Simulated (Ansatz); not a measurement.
Compressing Sc2Al: a fit and a missing row

Sc2Al, P6_3/mmc, a = 4.888 Å, c = 6.163 Å. The structure is a Materials Project entry; whether it is the stable form wasn't checked. Ansatz: r2SCAN, PAW, 500 eV, Γ-centred 12×12×6 mesh on 6 atoms, Gaussian smearing 0.10 eV; no spin polarisation. Shape and atoms are relaxed at each volume; pressure is positive in compression.

| V (Å³/atom) | P (GPa) |
| --- | --- |
| 18.704 | ? |
| 19.342 | 8.24 |
| 19.980 | 5.10 |
| 20.617 | 2.37 |
| 21.255 | 0.00 |
| 21.893 | -2.06 |
| 22.530 | -3.86 |
| 23.381 | -5.87 |

Take V0 = 21.255 Å³/atom, fit the third-order Birch–Murnaghan form to the other rows, and predict the missing pressure.

With the Eulerian strain f = ½[(V0/V)^(2/3) − 1] and y = P/[3f(1 + 2f)^(5/2)], the form is the line y = B0 + 1.5 B0 (B0′ − 4) f. Rows (f, y): 0.03245, 72.3; 0.02105, 72.8; 0.01026, 73.2; -0.00976, 73.9; -0.01905, 74.4; -0.03079, 74.5. Means f = 0.0006933, y = 73.517; Σ(Δf)² = 0.003005, ΣΔfΔy = -0.1087; the slope is their ratio. y = 73.54 − 36.16 f GPa, so B0 = 73.5 GPa and B0′ = 4 + 2 × (-36.16)/(3 × 73.54) = 3.67. At V = 18.704, f = 0.04449, y = 71.93 and P = 11.88 GPa. The run gave 11.86 GPa, so the fit is 0.02 GPa too high, a small miss on the scale of the series.